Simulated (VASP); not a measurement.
Here is a VASP 6.6.1 calculation.

The input INCAR:

```
PREC = Accurate
ENCUT = 520
EDIFF = 1E-7
ISMEAR = -1
SIGMA = 0.05
LREAL = False
LASPH = True
NELM = 80
ALGO = Normal
ISIF = 2
LWAVE = False
LCHARG = True
GGA = PE
LELF = True
LVHAR = True
NBANDS = 8
```

Contents of KPOINTS:

```
Automatic mesh
0
Gamma
  10 10 10
```

POSCAR

```
Al
1.0
    2.7217600000      0.0000000000      0.0000000000
    0.0000000000      2.7217600000      0.0000000000
    0.0000000000      0.0000000000      2.7217600000
Al
1
Direct
    0.0000000000      0.0000000000      0.0000000000
```

Potentials or basis: VASP PAW PBE potentials, release 64 (Al).

Run with:

```sh
$ cat potpaw_PBE.64/Al/POTCAR > POTCAR
$ mpirun -np 1 vasp_std > vasp.out
```

Question: What does it give for the band gap on the k mesh?

Answer: None (metal or under the smearing width).

Question: Estimate the pressure.

Answer: 0.3 GPa.
